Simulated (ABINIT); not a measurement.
# AlN (F-43m): G0W0 with ABINIT, start to end, part 2 of 3

Wanted: ground state, empty states, screening and self-energy for AlN (F-43m).

ABINIT 10.8.3; LDA and many-body steps on it, plane waves. Known limits of the many-body steps: not at the basis limit.

So far. Step 2 (Ground state): The gap is indirect, with the least direct gap 0.98 eV higher.

**3. Bands along the symmetry lines**

Level of this step: DFT, LDA, plane waves, norm-conserving pseudopotentials (ABINIT).

Levels along a band path, at the cheap level, show where the edges lie and whether the meshes to come will hold them.

run.abi reads:

```
acell 3*1.0 Angstrom
rprim 
  -0.000000000000 2.183993559600 2.183993559600
  2.183993559600 -0.000000000000 2.183993559600
  2.183993559600 2.183993559600 -0.000000000000
ntypat 2
znucl 13 7
natom 2
typat 1 2
xred 
  0.000000000000 0.000000000000 0.000000000000
  0.750000000000 0.750000000000 0.750000000000
pp_dirpath "pseudos"
pseudos "Al.upf, N.upf"
ecut 36
iscf -2
irdden 1
kptopt 0
nkpt 50
kpt 
  0.00000000 0.00000000 0.00000000
  -0.06250000 -0.06250000 0.00000000
  -0.12500000 -0.12500000 0.00000000
  -0.18750000 -0.18750000 0.00000000
  -0.25000000 -0.25000000 0.00000000
  -0.31250000 -0.31250000 0.00000000
  -0.37500000 -0.37500000 0.00000000
  -0.43750000 -0.43750000 0.00000000
  -0.50000000 -0.50000000 0.00000000
  -0.48437500 -0.48437500 0.03125000
  -0.46875000 -0.46875000 0.06250000
  -0.45312500 -0.45312500 0.09375000
  -0.43750000 -0.43750000 0.12500000
  -0.42187500 -0.42187500 0.15625000
  -0.40625000 -0.40625000 0.18750000
  -0.39062500 -0.39062500 0.21875000
  -0.37500000 -0.37500000 0.25000000
  -0.37500000 0.00000000 0.37500000
  -0.32812500 0.00000000 0.32812500
  -0.28125000 0.00000000 0.28125000
  -0.23437500 0.00000000 0.23437500
  -0.18750000 0.00000000 0.18750000
  -0.14062500 0.00000000 0.14062500
  -0.09375000 0.00000000 0.09375000
  -0.04687500 0.00000000 0.04687500
  0.00000000 0.00000000 0.00000000
  0.00000000 0.00000000 0.06250000
  0.00000000 0.00000000 0.12500000
  0.00000000 0.00000000 0.18750000
  0.00000000 0.00000000 0.25000000
  0.00000000 0.00000000 0.31250000
  0.00000000 0.00000000 0.37500000
  0.00000000 0.00000000 0.43750000
  0.00000000 0.00000000 0.50000000
  -0.06250000 -0.03125000 0.46875000
  -0.12500000 -0.06250000 0.43750000
  -0.18750000 -0.09375000 0.40625000
  -0.25000000 -0.12500000 0.37500000
  -0.31250000 -0.15625000 0.34375000
  -0.37500000 -0.18750000 0.31250000
  -0.43750000 -0.21875000 0.28125000
  -0.50000000 -0.25000000 0.25000000
  -0.50000000 -0.28125000 0.21875000
  -0.50000000 -0.31250000 0.18750000
  -0.50000000 -0.34375000 0.15625000
  -0.50000000 -0.37500000 0.12500000
  -0.50000000 -0.40625000 0.09375000
  -0.50000000 -0.43750000 0.06250000
  -0.50000000 -0.46875000 0.03125000
  -0.50000000 -0.50000000 0.00000000
istwfk *1
nband 14
nbdbuf 5
tolwfr 1e-07
nstep 50
prtwf 0
prtvol 0
indata_prefix "in"
outdata_prefix "out"
tmpdata_prefix "tmp"
```

Started as:

```bash
OMP_NUM_THREADS=1 mpirun -n 4 abinit run.abi > log
```

Numbers of over 12 decimals in the logs are rounded to 6 here.

The log of the run:

```text
.Version 10.8.3 of ABINIT. v10.8.2 released Aug 2026.

 Symmetries : space group F-4 3 m (#216); Bravais cF (face-center cubic)
[... echo of the input left out ...]
== DATASET  1 ==================================================================
-   mpi_nproc: 4, omp_nthreads: 1 (-1 if OMP is not activated)

--- !DatasetInfo
iteration_state: {dtset: 1, }
dimensions: {natom: 2, nkpt: 50, mband: 14, nsppol: 1, nspinor: 1, nspden: 1, mpw: 1475, }
cutoff_energies: {ecut:  36.0, pawecutdg:  -1.0, }
electrons: {nelect:   8.00000000E+00, charge:   0.00000000E+00, occopt:   1.00000000E+00, tsmear:   1.00000000E-02, }

 Real(R)+Recip(G) space primitive vectors, cartesian coordinates (Bohr,Bohr^-1):
 R(1)=  0.0000000  4.1271497  4.1271497  G(1)= -0.1211490  0.1211490  0.1211490
 R(2)=  4.1271497  0.0000000  4.1271497  G(2)=  0.1211490 -0.1211490  0.1211490
 R(3)=  4.1271497  4.1271497  0.0000000  G(3)=  0.1211490  0.1211490 -0.1211490
 Unit cell volume ucvol=  1.4059849E+02 bohr^3
 Angles (23,13,12)=  6.00000000E+01  6.00000000E+01  6.00000000E+01 degrees

 getcut: wavevector=  0.0000  0.0000  0.0000  ngfft=  32  32  32
         ecut(hartree)=     36.000   => boxcut(ratio)=   2.02987

--- Pseudopotential description ------------------------------------------------
- Al Generated using ONCVPSP code by D. R. Hamann
- 13.00000   3.00000  180309                  znucl, zion, pspdat
12 -1012 2 -1 1854                            pspcod,pspxc,lmax,lloc,mmax
     nproj     2     2     2
  pspatm : epsatm=    0.57439143
         --- l  ekb(1:nproj) -->
             0    5.725870    0.726131
             1    6.190420    0.914022
             2   -4.229503   -0.925599
 pspatm: atomic psp has been read  and splines computed

- N Generated using ONCVPSP code by D. R. Hamann
-  7.00000   5.00000  180309                  znucl, zion, pspdat
12 -1012 1 -1 1058                            pspcod,pspxc,lmax,lloc,mmax
     nproj     2     2     0
  pspatm : epsatm=    5.30777321
         --- l  ekb(1:nproj) -->
[...]
pspatm: atomic psp has been read  and splines computed

--------------------------------------------------------------------------------

================================================================================
 prteigrs : about to open file out_EIG
 Non-SCF case, kpt    1 (  0.00000  0.00000  0.00000), residuals and eigenvalues=
  2.89E-08  7.21E-08  9.76E-09  7.77E-08  3.48E-08  5.24E-08  7.78E-08  6.72E-08
  3.70E-08  9.94E-08  5.81E-08  5.52E-08  2.14E-07  2.96E-07
 -3.4191E-01  2.0243E-01  2.0243E-01  2.0243E-01  3.5837E-01  6.5658E-01
  6.5658E-01  6.5658E-01  8.4940E-01  8.4940E-01  8.9826E-01  8.9826E-01
  8.9826E-01  9.6883E-01
 Non-SCF case, kpt    2 ( -0.06250 -0.06250  0.00000), residuals and eigenvalues=
  4.94E-08  7.93E-08  8.44E-09  8.61E-08  5.21E-08  4.70E-08  1.00E-08  6.82E-08
[...]
9.3657E-01  1.0001E+00
 Non-SCF case, kpt    3 ( -0.12500 -0.12500  0.00000), residuals and eigenvalues=
  9.47E-08  7.99E-09  4.90E-08  8.37E-09  1.33E-08  1.46E-08  1.03E-08  1.32E-08
[...]
9.7510E-01  1.0571E+00
[...]
Non-SCF case, kpt   49 ( -0.50000 -0.46875  0.03125), residuals and eigenvalues=
[...]
1.1777E+00  1.2097E+00
 Non-SCF case, kpt   50 ( -0.50000 -0.50000  0.00000), residuals and eigenvalues=
[...]
1.1691E+00  1.2037E+00

--- !ResultsGS
iteration_state: {dtset: 1, }
comment   : Summary of ground state results
lattice_vectors:
- [ -0.0000000,   4.1271497,   4.1271497, ]
- [  4.1271497,  -0.0000000,   4.1271497, ]
- [  4.1271497,   4.1271497,  -0.0000000, ]
lattice_lengths: [   5.83667,    5.83667,    5.83667, ]
lattice_angles: [ 60.000,  60.000,  60.000, ] # degrees, (23, 13, 12)
lattice_volume:   1.4059849E+02
convergence: {deltae:  0.000E+00, res2:  0.000E+00, residm:  9.944E-08, diffor:  0.000E+00, }
etotal    :  -1.28415815E+01
entropy   :   0.00000000E+00
fermie    :   2.02431740E-01
cartesian_stress_tensor: null
pressure_GPa: null
xred      :
- [  0.0000E+00,   0.0000E+00,   0.0000E+00, Al]
- [  7.5000E-01,   7.5000E-01,   7.5000E-01,  N]
cartesian_forces: null
force_length_stats: {min: null, max: null, mean: null, }

 Integrated electronic density in atomic spheres:
 ------------------------------------------------
 Atom  Sphere_radius  Integrated_density
[...]
================================================================================

 ----iterations are completed or convergence reached----

 Mean square residual over all n,k,spin=   44.909E-09; max=  99.438E-09
 reduced coordinates (array xred) for    2 atoms
       0.000000000000      0.000000000000      0.000000000000
       0.750000000000      0.750000000000      0.750000000000

 cartesian coordinates (angstrom) at end:
    1      0.000000     0.000000     0.000000
    2      3.275990     3.275990     3.275990
 length scales=  1.889726125908  1.889726125908  1.889726125908 bohr
              =  1.000000000000  1.000000000000  1.000000000000 angstroms
 prteigrs : about to open file out_EIG
 Eigenvalues (hartree) for nkpt=  50  k points:
 kpt#   1, nband= 14, wtk=  1.00000, kpt=  0.0000  0.0000  0.0000 (reduced coord)
[...]
kpt#   2, nband= 14, wtk=  1.00000, kpt= -0.0625 -0.0625  0.0000 (reduced coord)
[...]
kpt#   3, nband= 14, wtk=  1.00000, kpt= -0.1250 -0.1250  0.0000 (reduced coord)
[...]
kpt#  49, nband= 14, wtk=  1.00000, kpt= -0.5000 -0.4687  0.0313 (reduced coord)
  -0.23961    0.02121    0.13476    0.13477    0.32565    0.51540    0.70556    0.76589
   0.77207    1.06137    1.06447    1.16616    1.17769    1.20965
 kpt#  50, nband= 14, wtk=  1.00000, kpt= -0.5000 -0.5000  0.0000 (reduced coord)
  -0.23969    0.02041    0.13644    0.13644    0.32219    0.51272    0.70677    0.77099
   0.77099    1.06229    1.07185    1.16902    1.16905    1.20374

== END DATASET(S) ==============================================================
================================================================================

 -outvars: echo values of variables after computation  --------
            nband          14
             nkpt          50
          spgroup         216
 [... the other variables as echoed above ...]

 Calculation completed.
```

Run time: 3.1 s. Hardware: 4 MPI ranks of Arm Neoverse V2, shared host; peak memory 0.24 GiB.

This step gave:

```yaml
gap: 3.259 eV
k_of_the_valence_top: 0, 0, 0
k_of_the_conduction_bottom: -0.5, -0.5, 0
least_direct_gap: 4.243 eV
```

The gap is 3.259 eV, as in the run before at this level.

The electronic bands at the labelled points (eV, zero at the top of the highest filled band; v1 is the highest filled band, c1 the lowest empty one):

| point | v4 | v3 | v2 | v1 | c1 | c2 | c3 | c4 |
| --- | --- | --- | --- | --- | --- | --- | --- | --- |
| Γ | -14.81 | 0.00 | 0.00 | 0.00 | 4.24 | 12.36 | 12.36 | 12.36 |
| halfway | -13.66 | -2.87 | -0.99 | -0.99 | 5.92 | 10.07 | 11.39 | 13.80 |
| X | -12.03 | -4.95 | -1.80 | -1.80 | 3.26 | 8.44 | 13.72 | 15.47 |
| halfway | -12.02 | -4.78 | -2.50 | -1.69 | 3.89 | 8.99 | 13.47 | 15.02 |
| U | -12.05 | -4.30 | -3.67 | -1.39 | 5.09 | 9.96 | 12.86 | 13.99 |
| jump to K | -12.05 | -4.30 | -3.67 | -1.39 | 5.09 | 9.96 | 12.86 | 13.99 |
| halfway | -13.55 | -3.54 | -1.52 | -0.21 | 7.31 | 10.14 | 11.22 | 12.41 |
| Γ | -14.81 | 0.00 | 0.00 | 0.00 | 4.24 | 12.36 | 12.36 | 12.36 |
| halfway | -13.94 | -3.26 | -0.26 | -0.26 | 6.43 | 10.80 | 12.16 | 12.16 |
| L | -12.69 | -5.91 | -0.49 | -0.49 | 7.28 | 9.77 | 11.01 | 11.01 |
| halfway | -12.36 | -5.19 | -2.25 | -1.13 | 7.02 | 9.14 | 11.99 | 12.52 |
| W | -11.97 | -3.83 | -3.48 | -2.73 | 5.98 | 11.28 | 11.84 | 11.95 |
| halfway | -12.00 | -4.61 | -2.43 | -2.32 | 4.51 | 9.49 | 13.21 | 13.72 |
| X | -12.03 | -4.95 | -1.80 | -1.80 | 3.26 | 8.44 | 13.72 | 15.47 |

The electronic bands as a text plot (rows in eV, shown from -8.0 to 9.3 only):

```
    8.9 |         +++ +++     ++                    +++       ++
    8.2 |            +        ++                                +
    7.5 |                   ++  +              +++++++
    6.7 |                        ++         +++       ++
    6.0 |    +++           +               +            ++++
    5.3 |  ++   ++        +        ++    ++                 +
    4.6 |++              +           ++++                    +
    3.9 |         +    ++                                     ++
    3.1 |          ++++                                         +
    2.4 |
    1.7 |
    1.0 |
    0.3 |**                      **********
   -0.4 | ****              *****  ***  *  **********
   -1.2 |  ** ****       ***    *****    **         ****
   -1.9 |    *    *******                  *         *  *     ***
   -2.6 |     **       **     ** **                   ** *****
   -3.3 |       **       *****  *           *           *****
   -4.0 |         *       **  **             **         *****
   -4.8 |          *******  **                 *       *     ****
   -5.5 |                                       *   ***
   -6.2 |                                        ***
   -6.9 |
   -7.6 |
         Γ           X  U|K            Γ         L        W     X
```

**4. Empty states on the mesh, 6×6×6 mesh, 112 bands**

The sums over transitions need many empty states on a uniform mesh; this step solves for them.

run.abi reads:

```
acell 3*1.0 Angstrom
rprim 
  -0.000000000000 2.183993559600 2.183993559600
  2.183993559600 -0.000000000000 2.183993559600
  2.183993559600 2.183993559600 -0.000000000000
ntypat 2
znucl 13 7
natom 2
typat 1 2
xred 
  0.000000000000 0.000000000000 0.000000000000
  0.750000000000 0.750000000000 0.750000000000
pp_dirpath "pseudos"
pseudos "Al.upf, N.upf"
ecut 36
ngkpt 6 6 6
nshiftk 1
shiftk 0 0 0
kptopt 1
chksymbreak 0
irdden 1
istwfk *1
nband 112
prtvol 0
optdriver 6
gwr_task "HDIAGO"
paral_kgb 0
occopt 1
indata_prefix "in"
outdata_prefix "out"
tmpdata_prefix "tmp"
```

The log of the run:

```text
[banner, memory and clock lines left out]
.Version 10.8.3 of ABINIT. v10.8.2 released Aug 2026.

 Symmetries : space group F-4 3 m (#216); Bravais cF (face-center cubic)
[... echo of the input left out ...]
== DATASET  1 ==================================================================
-   mpi_nproc: 4, omp_nthreads: 1 (-1 if OMP is not activated)

--- !DatasetInfo
iteration_state: {dtset: 1, }
dimensions: {natom: 2, nkpt: 16, mband: 112, nsppol: 1, nspinor: 1, nspden: 1, mpw: 1464, }
cutoff_energies: {ecut:  36.0, pawecutdg:  -1.0, }
electrons: {nelect:   8.00000000E+00, charge:   0.00000000E+00, occopt:   1.00000000E+00, tsmear:   1.00000000E-02, }

.Using double precision arithmetic; gwpc =  8

- Reading GS density from: in_DEN

--- Pseudopotential description ------------------------------------------------
- Al Generated using ONCVPSP code by D. R. Hamann
- 13.00000   3.00000  180309                  znucl, zion, pspdat
12 -1012 2 -1 1854                            pspcod,pspxc,lmax,lloc,mmax
     nproj     2     2     2
  pspatm : epsatm=    0.57439143
         --- l  ekb(1:nproj) -->
             0    5.725870    0.726131
             1    6.190420    0.914022
             2   -4.229503   -0.925599
 pspatm: atomic psp has been read  and splines computed

- N Generated using ONCVPSP code by D. R. Hamann
-  7.00000   5.00000  180309                  znucl, zion, pspdat
12 -1012 1 -1 1058                            pspcod,pspxc,lmax,lloc,mmax
     nproj     2     2     0
  pspatm : epsatm=    5.30777321
         --- l  ekb(1:nproj) -->
             0    7.408032    0.617798
             1   -4.361519   -1.032581
 pspatm: atomic psp has been read  and splines computed

   4.70573171E+01                                ecore*ucvol(ha*bohr**3)

 Total charge density [el/Bohr^3]
)     Maximum=    5.4126E-01  at reduced coord.    0.7813    0.7813    0.8125
)     Minimum=    1.1985E-03  at reduced coord.    0.0000    0.0000    0.0000
   Integrated=    8.0000E+00

 === KS gaps after direct diagonalization ===
 Indirect band gap semiconductor
 Fundamental gap:     3.259 (eV)
   VBM:     5.508 (eV) at k: [ 0.0000E+00,  0.0000E+00,  0.0000E+00]
   CBM:     8.767 (eV) at k: [ 5.0000E-01,  5.0000E-01,  0.0000E+00]
 Direct gap:         4.243 (eV) at k: [ 0.0000E+00,  0.0000E+00,  0.0000E+00]

== END DATASET(S) ==============================================================

 -outvars: echo values of variables after computation  --------
           etotal      0.0000000000E+00
            nband         112
             nkpt          16
          spgroup         216
 [... the other variables as echoed above ...]

 Calculation completed.
```

Run time: 11 s. Hardware: 4 MPI ranks; peak memory 0.71 GiB.

This step gave:

| Quantity | Value |
| --- | --- |
| gap | 3.259 eV |
| k of the valence top | 0, 0, 0 |
| k of the conduction bottom | 0.5, 0.5, 0 |
| least direct gap | 4.243 eV |
| k points computed | 16 |
| lowest point of the top converged band, above the valence top | 146.1296 eV |

On this mesh the gap is 3.259 eV.

**5. Screening, 6×6×6 mesh, 104 bands, screening to 244.9 eV**

The RPA dielectric matrix is built and inverted for each q.

This step: RPA screening on LDA, plane waves, norm-conserving pseudopotentials.

Edit run.abi of step 4 so:

```diff
@@ -20,10 +20,11 @@
 chksymbreak 0
-irdden 1
 istwfk *1
-nband 112
-prtvol 0
-optdriver 6
-gwr_task "HDIAGO"
-paral_kgb 0
 occopt 1
+irdwfk 1
+optdriver 3
+nband 104
+ecuteps 9
+inclvkb 2
+awtr 1
+symchi 1
 indata_prefix "in"
```

The log of the run:

```text
.Version 10.8.3 of ABINIT. v10.8.2 released Aug 2026.

 Symmetries : space group F-4 3 m (#216); Bravais cF (face-center cubic)
[... echo of the input left out ...]
== DATASET  1 ==================================================================
-   mpi_nproc: 4, omp_nthreads: 1 (-1 if OMP is not activated)

--- !DatasetInfo
iteration_state: {dtset: 1, }
dimensions: {natom: 2, nkpt: 16, mband: 104, nsppol: 1, nspinor: 1, nspden: 1, mpw: 1464, }
cutoff_energies: {ecut:  36.0, pawecutdg:  -1.0, }
electrons: {nelect:   8.00000000E+00, charge:   0.00000000E+00, occopt:   1.00000000E+00, tsmear:   1.00000000E-02, }

 SCREENING: Calculation of the susceptibility and dielectric matrices

 Based on a program developped by R.W. Godby, V. Olevano, G. Onida, and L. Reining.
 Incorporated in ABINIT by V. Olevano, G.-M. Rignanese, and M. Torrent.
.Using double precision arithmetic ; gwpc =  8

[... cell and pseudopotentials left out ...]
--------------------------------------------------------------------------------

 ==== K-mesh for the wavefunctions ====
 Number of points in the irreducible wedge :    16
[... list of points left out ...]
 Together with 24 symmetry operations and time-reversal symmetry
 yields   216 points in the full Brillouin Zone.

 ==== Q-mesh for the screening function ====
 Number of points in the irreducible wedge :    16
[... list of points left out ...]
 Together with 24 symmetry operations and time-reversal symmetry
 yields   216 points in the full Brillouin Zone.

 setmesh: FFT mesh size selected  =    24x   24x   24
          total number of points  =        13824

 vcoul_init : cutoff-mode = AUXILIARY_FUNCTION
 q-points for optical limit:   1
     1)      0.000010    0.000020    0.000030

- screening: taking advantage of time-reversal symmetry
- Maximum band index for partially occupied states nbvw = 4
- Remaining bands to be divided among processors   nbcw = 100
- Number of bands treated by each node ~25

 Number of electrons calculated from density =    8.0000; Expected =    8.0000
 average of density, n =  0.056900
 r_s =    1.6129
 omega_plasma =   23.0097 [eV]

 calculating chi0 at frequencies [eV] :
  1    0.000000E+00    0.000000E+00
  2    0.000000E+00    2.300966E+01

--------------------------------------------------------------------------------
  q-point number  1        q = ( 0.000000, 0.000000, 0.000000) [r.l.u.]
--------------------------------------------------------------------------------
[... chi0 elements left out ...]
 For q-point:  0.000010 0.000020 0.000030
  dielectric constant =   4.4078
  dielectric constant without local fields =   4.8535

  Average fulfillment of the sum rule on Im[epsilon] for q-point    1 :     89.29  [%]
[... wings left out ...]
  q-point number  2        q = ( 0.166667, 0.000000, 0.000000) [r.l.u.]
--------------------------------------------------------------------------------
[... chi0 elements left out ...]
  Average fulfillment of the sum rule on Im[epsilon] for q-point    2 :     95.88  [%]

 [... 14 further q-points ...]
```

Elapsed: 34 s, on 4 MPI ranks; peak memory 0.76 GiB.

This step gave:

| Item | Value |
| --- | --- |
| ε∞ with local fields, on this mesh, along the program's q direction | 4.408 |
| the same without local fields | 4.854 |
| plasma frequency | 23.01 eV |
| plane waves in the screening matrix | 169 |

Local fields lower ε∞ by 9 %.

[end of part 2 of 3]

[Paths, hosts, dates, memory and timing lines, banners, echoed tables and standing remarks are left out of the program output.]

[Logs are printed without paths, hosts, clocks, repeated set-up lines and the standing remarks that a program may print on its own settings, such as how far it seeks lower states.]

[Runs of the session that timed out or met a known fault of the program may be left out.]

[Hosts, paths, dates, database ids (printed as entryN), source tags and the programs' standing remarks are cut or masked in the printed files.]

[G0W0 gaps are taken among the corrected bands and points alone; a level outside them can change the order at an edge.]

[Where Ansatz stands beside ABINIT at settings called matched, ABINIT's density can come from a denser mesh and the files from another edition; pairs whose starting gaps differed by over 0.03 eV were left out, so agreement reads better than it is.]
